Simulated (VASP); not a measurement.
# MoS2 (P-3m1) in VASP: a series of runs, part 2 of 2

VASP 6.6.1. Earlier steps stand in the parts before.

## 3. Single point, PBE+U, collinear spin, random start

This run uses another cell than the first one: it holds 3 atoms, not 6.

Input file INCAR:

```
SYSTEM = MoS2
PREC = Accurate
ENCUT = 520
EDIFF = 1E-6
ISMEAR = 0
SIGMA = 0.05
LREAL = .False.
LASPH = .True.
NELM = 100
ALGO = Fast
ISIF = 2
LWAVE = .False.
LCHARG = .True.
ISPIN = 2
MAGMOM = -0.4 0 0
LORBIT = 11
LMAXMIX = 4
LDAU = .True.
LDAUTYPE = 2
LDAUL = 2 -1
LDAUU = 6 0
LDAUJ = 0 0
LDAUPRINT = 1
GGA = PE
LELF = .True.
LVHAR = .True.
NBANDS = 24
```

Input file KPOINTS:

```
Automatic mesh
0
Gamma
  6 6 4
  0 0 0
```

Input file POSCAR:

```
MoS2
1.0
    3.5639467600      0.0000000000      0.0000000000
   -1.7819733800      3.0864684300      0.0000000000
    0.0000000000      0.0000000000      5.7493858200
Mo S
1 2
Direct
    0.0000000000      0.0000000000      0.0000000000
    0.3333333333      0.6666666667      0.2520000000
    0.6666666667      0.3333333333      0.7480000000
```

Potentials or basis: VASP PAW PBE potentials, release 64 (Mo_sv, S).

On the command line:

```sh
$ cat potpaw_PBE.64/Mo_sv/POTCAR potpaw_PBE.64/S/POTCAR > POTCAR
$ mpirun -np 1 vasp_std > vasp.out
```

OUTCAR:

```text
SYSTEM = MoS2
   PREC = Accurate
   ENCUT = 520
   EDIFF = 1E-6
   ISMEAR = 0
   LREAL = .False.
   LASPH = .True.
   NELM = 100
   ISIF = 2
   ISPIN = 2
   LORBIT = 11
   GGA = PE

 ion  position               nearest neighbor table
   1  0.000  0.000  0.000-   2 2.52   3 2.52   3 2.52   2 2.52   3 2.52   2 2.52
   2  0.333  0.667  0.252-   1 2.52   1 2.52   1 2.52
   3  0.667  0.333  0.748-   1 2.52   1 2.52   1 2.52

  LATTYP: Found a hexagonal cell.
 ALAT       =     3.5639467600
 C/A-ratio  =     1.6132075497

  Lattice vectors:

 A1 = (   3.5639467600,   0.0000000000,   0.0000000000)
 A2 = (  -1.7819733800,   3.0864684300,   0.0000000000)
 A3 = (   0.0000000000,   0.0000000000,   5.7493858200)

Analysis of symmetry for initial positions (statically):
=====================================================================
 Subroutine PRICEL returns:
 Original cell was already a primitive cell.

 Routine SETGRP: Setting up the symmetry group for a
 hexagonal supercell.

 Subroutine GETGRP returns: Found 12 space group operations
 (whereof 12 operations were pure point group operations)
 out of a pool of 24 trial point group operations.

The static configuration has the point symmetry D_3d.

Analysis of symmetry for dynamics (positions and initial velocities):
=====================================================================
 Subroutine PRICEL returns:
 Original cell was already a primitive cell.

 Routine SETGRP: Setting up the symmetry group for a
 hexagonal supercell.

 Subroutine GETGRP returns: Found 12 space group operations
 (whereof 12 operations were pure point group operations)
 out of a pool of 24 trial point group operations.

The dynamic configuration has the point symmetry D_3d.

Analysis of structural, dynamic, and magnetic symmetry:
=====================================================================
 Subroutine PRICEL returns:
[... 194 lines left out ...]
  free energy    TOTEN  =       -15.04778061 eV

  energy without entropy =      -15.04778061  energy(sigma->0) =      -15.04778061

 E-fermi :   5.6698     XC(G=0):  -9.9952

 val. band max:        5.2721731155   @ k =   0.1667   0.1667   0.0000
 cond. band min:       6.0673238131   @ k =   0.3333   0.3333   0.0000
 fundamental gap:      0.7951506976
 Fermi energy:         5.6697591245

 spin component 1

 k-point     1 :       0.0000    0.0000    0.0000
  band No.  band energies     occupation
      1     -56.1487      1.00000
      2     -30.6157      1.00000
      3     -29.7702      1.00000
      4     -29.7702      1.00000
      5      -8.0936      1.00000
      6      -6.5079      1.00000
[... 637 lines left out ...]
     23      16.1958      0.00000
     24      16.6263      0.00000
 Fermi energy:         5.6697591245

 spin component 2

 k-point     1 :       0.0000    0.0000    0.0000
  band No.  band energies     occupation
      1     -57.4361      1.00000
      2     -31.6872      1.00000
      3     -31.3822      1.00000
      4     -31.3822      1.00000
      5      -8.1174      1.00000
      6      -6.4625      1.00000
[... 637 lines left out ...]
     23      15.9538      0.00000
     24      16.3663      0.00000

------------------------ aborting loop because EDIFF is reached ----------------------------------------

  FORCE on cell =-STRESS in cart. coord.  units (eV):
  Direction    XX          YY          ZZ          XY          YZ          ZX
  --------------------------------------------------------------------------------------
  -------------------------------------------------------------------------------------
  Total        0.2535355      0.2535355      0.3324168      0.0000000      0.0000000      0.0000000
  in kB        6.4229547      6.4229546      8.4212982      0.0000000      0.0000000      0.0000000
  external PRESSURE =       7.0890692 kB  Pullay stress =       0.0000000 kB

 VOLUME and BASIS-vectors are now :
 -----------------------------------------------------------------------------
  energy-cutoff  :      520.00
  volume of cell :       63.24
      direct lattice vectors                 reciprocal lattice vectors
     3.563946760  0.000000000  0.000000000     0.280587805  0.161997445  0.000000000
    -1.781973380  3.086468430  0.000000000     0.000000000  0.323994890  0.000000000
     0.000000000  0.000000000  5.749385820     0.000000000  0.000000000  0.173931622

 POSITION                                       TOTAL-FORCE (eV/Angst)
 -----------------------------------------------------------------------------------
      0.00000      0.00000      0.00000        -0.000000      0.000000      0.000000
     -0.00000      2.05765      1.44885         0.000000     -0.000000     -0.220844
      1.78197      1.02882      4.30054        -0.000000      0.000000      0.220844
 -----------------------------------------------------------------------------------
    total drift:                                0.000000     -0.000000      0.000000

  FREE ENERGIE OF THE ION-ELECTRON SYSTEM (eV)
  ---------------------------------------------------
  free  energy   TOTEN  =       -15.0477806052 eV

  energy  without entropy=      -15.0477806052  energy(sigma->0) =      -15.04778061

 total charge

# of ion       s       p       d       tot
------------------------------------------
    1        2.286   6.180   3.515  11.982
    2        1.350   2.377   0.000   3.727
    3        1.350   2.377   0.000   3.727
--------------------------------------------------
tot          4.986  10.934   3.515  19.435

 magnetization (x)

# of ion       s       p       d       tot
------------------------------------------
    1       -0.034  -0.023  -1.926  -1.983
    2       -0.001   0.044   0.000   0.043
    3       -0.001   0.044   0.000   0.043
--------------------------------------------------
tot         -0.035   0.064  -1.926  -1.897
```

It took 65 s on 1 thread of Intel Xeon 6975P-C (Granite Rapids), shared host; peak memory 0.24 GiB.

What came out:

* Free energy: -15.0478 eV
* Pressure: 0.7 GPa
* Largest force: 0.221 eV/Å
* Band gap on the k mesh: 0.80 eV, indirect (least direct gap 0.83 eV)
* Net moment: -2.00 μB per cell
* Site moments: Mo -1.98; S +0.04 μB
* Valence electrons inside the program's atomic spheres: Mo 11.98; S 3.73

Forces in eV/Å, atoms in the order of the input:
```
Mo   0.000  0.000  0.000
S    0.000  0.000 -0.221
S    0.000  0.000  0.221
```

Levels at points of the mesh, in eV from the valence-band top:
Spin up:
```tsv
k point	band 8	band 9	band 10	band 11	band 12	band 13	band 14	band 15	band 16	band 17
(0.00, 0.00, 0.00)	-3.00	-3.00	-0.24	-0.24	-0.11	1.87	1.97	1.97	4.05	4.05
(0.50, 0.00, 0.00)	-3.27	-2.80	-2.70	-2.42	-1.64	1.02	3.52	3.53	4.49	4.81
(0.00, 0.00, 0.50)	-2.96	-2.96	-2.27	-0.41	-0.41	1.96	1.96	2.25	4.40	4.40
(0.50, 0.00, 0.50)	-4.02	-2.98	-2.69	-1.31	-1.15	0.95	3.33	3.51	4.46	5.07
```
Spin down:
| k point | band 12 | band 13 | band 14 | band 15 | band 16 | band 17 |
| --- | --- | --- | --- | --- | --- | --- |
| (0.00, 0.00, 0.00) | -0.23 | -0.23 | -0.03 | 0.80 | 3.11 | 3.11 |
| (0.50, 0.00, 0.00) | -2.13 | -1.70 | -1.67 | 0.99 | 3.41 | 3.44 |
| (0.00, 0.00, 0.50) | -2.20 | -0.39 | -0.39 | 1.29 | 3.47 | 3.47 |
| (0.50, 0.00, 0.50) | -2.16 | -1.35 | -1.15 | 1.02 | 2.87 | 3.96 |

Eigenvalues of the final occupation matrices:
```csv
site,spin,trace,eigenvalues
site 1 d,1,0.81,0.06 0.06 0.08 0.30 0.30
site 1 d,2,2.75,0.14 0.42 0.42 0.88 0.88
```

Caveat: this functional lacks dispersion, which binds the layers, so the pressure and a relaxed spacing across them are unreliable.

## 4. Single point, PBE+U, collinear spin, ferromagnetic start

This run uses another cell than the first one: it holds 3 atoms, not 6.

Input file INCAR:

```
SYSTEM = MoS2
PREC = Accurate
ENCUT = 520
EDIFF = 1E-7
ISMEAR = 0
SIGMA = 0.05
LREAL = .FALSE.
LASPH = .TRUE.
NELM = 60
ALGO = Normal
ISIF = 2
LWAVE = .FALSE.
LCHARG = .FALSE.
ISPIN = 2
MAGMOM = 1 0 0
LORBIT = 11
NUPDOWN = 0
LMAXMIX = 4
LDAU = .TRUE.
LDAUTYPE = 2
LDAUL = 2 -1
LDAUU = 6 0
LDAUJ = 0 0
LDAUPRINT = 1
GGA = PE
NBANDS = 24
```

Input file KPOINTS:

```
Automatic mesh
0
G
  6 6 4
  0 0 0
```

POSCAR is that of step 3.

Potentials or basis: VASP PAW PBE potentials, release 64 (Mo_sv, S).

On the command line:

```sh
$ cat potpaw_PBE.64/Mo_sv/POTCAR potpaw_PBE.64/S/POTCAR > POTCAR
$ mpirun -np 1 vasp_std > vasp.out
```

OUTCAR:

```text
SYSTEM = MoS2
   PREC = Accurate
   ENCUT = 520
   EDIFF = 1E-7
   ISMEAR = 0
   LREAL = .FALSE.
   LASPH = .TRUE.
   NELM = 60
   ISIF = 2
   ISPIN = 2
   LORBIT = 11
   NUPDOWN = 0
   GGA = PE

 ion  position               nearest neighbor table
   1  0.000  0.000  0.000-   2 2.52   3 2.52   3 2.52   2 2.52   3 2.52   2 2.52
   2  0.333  0.667  0.252-   1 2.52   1 2.52   1 2.52
   3  0.667  0.333  0.748-   1 2.52   1 2.52   1 2.52

  LATTYP: Found a hexagonal cell.
 ALAT       =     3.5639467600
 C/A-ratio  =     1.6132075497

  Lattice vectors:

[... 1563 lines left out ...]
  energy-cutoff  :      520.00
  volume of cell :       63.24
      direct lattice vectors                 reciprocal lattice vectors
     3.563946760  0.000000000  0.000000000     0.280587805  0.161997445  0.000000000
    -1.781973380  3.086468430  0.000000000     0.000000000  0.323994890  0.000000000
     0.000000000  0.000000000  5.749385820     0.000000000  0.000000000  0.173931622

 POSITION                                       TOTAL-FORCE (eV/Angst)
 -----------------------------------------------------------------------------------
      0.00000      0.00000      0.00000         0.000000      0.000000     -0.000000
     -0.00000      2.05765      1.44885        -0.000000      0.000000     -0.221962
      1.78197      1.02882      4.30054         0.000000     -0.000000      0.221962
 -----------------------------------------------------------------------------------
    total drift:                                0.000000     -0.000000      0.000000

  FREE ENERGIE OF THE ION-ELECTRON SYSTEM (eV)
  ---------------------------------------------------
  free  energy   TOTEN  =       -14.3411370474 eV

  energy  without entropy=      -14.3399511504  energy(sigma->0) =      -14.34054410

 total charge

# of ion       s       p       d       tot
------------------------------------------
    1        2.281   6.157   3.629  12.067
    2        1.356   2.338   0.000   3.694
    3        1.356   2.338   0.000   3.694
--------------------------------------------------
tot          4.992  10.834   3.629  19.455

 magnetization (x)

# of ion       s       p       d       tot
------------------------------------------
    1       -0.015   0.006  -0.486  -0.495
    2        0.007   0.189   0.000   0.195
    3        0.007   0.189   0.000   0.195
--------------------------------------------------
tot         -0.002   0.383  -0.486  -0.104
```

stdout:

```text
POSCAR found type information on POSCAR MoS
 POSCAR found :  2 types and       3 ions
 scaLAPACK will be used
 LDA part: xc-table for (Slater+PW92), standard interpolation
 POSCAR, INCAR and KPOINTS ok, starting setup
 FFT: planning ... GRIDC
 FFT: planning ... GRID_SOFT
 FFT: planning ... GRID
 WAVECAR not read
 entering main loop
```

It took 55 s on 1 thread of Intel Xeon 6975P-C (Granite Rapids), shared host; peak memory 0.24 GiB.

Results:

| Item | Value |
| --- | --- |
| Free energy | -14.3411 eV |
| Pressure | -1.5 GPa |
| Largest force | 0.222 eV/Å |
| Net moment | 0.00 μB per cell |
| Site moments | Mo -0.49; S +0.20 μB |
| Valence electrons inside the program's atomic spheres | Mo 12.07; S 3.69 |

Forces on the atoms (eV/Å):
```
Mo   0.000  0.000  0.000
S    0.000  0.000 -0.222
S    0.000  0.000  0.222
```

Stress tensor (GPa, compression positive):
```
-2.28  0.00  0.00
 0.00 -2.28  0.00
 0.00  0.00  0.21
```

Eigenvalues of the final occupation matrices:
```tsv
site	spin	trace	eigenvalues
site 1 d	1	1.59	0.07 0.07 0.30 0.30 0.85
site 1 d	2	2.08	0.08 0.34 0.34 0.66 0.66
```

Caveat: this functional lacks dispersion, which binds the layers, so the pressure and a relaxed spacing across them are unreliable; the total moment is fixed, so each spin has its own Fermi level.

## 5. Overview

```csv
spin,fixed moment (μB),k mesh,supercell matrix,gap on the mesh (eV),pressure (GPa),moment (μB),largest force (eV/Å)
"collinear, ferrimagnetic start",-,5 × 3 × 4,"[1, 1, 0, -1, 1, 0, 0, 0, 1]",none,0.6,0.21,0.31
"collinear, random start",-,6 × 6 × 4,-,0.80,0.7,2.00,0.22
"collinear, ferromagnetic start",0,6 × 6 × 4,-,-,-1.5,0.00,0.22
```

Alike in all rows: task single point; level PBE+U; potentials or basis VASP PAW PBE potentials, release 64 (Mo_sv, S); Mo d U = 6 eV; cell as given; cutoff (eV) 520; smearing gaussian 0.05 eV.

Caveats: this functional lacks dispersion, which binds the layers, so the pressure and a relaxed spacing across them are unreliable; the total moment is fixed, so each spin has its own Fermi level (some runs).

Absolute energies hang on the potentials; compare differences alone.
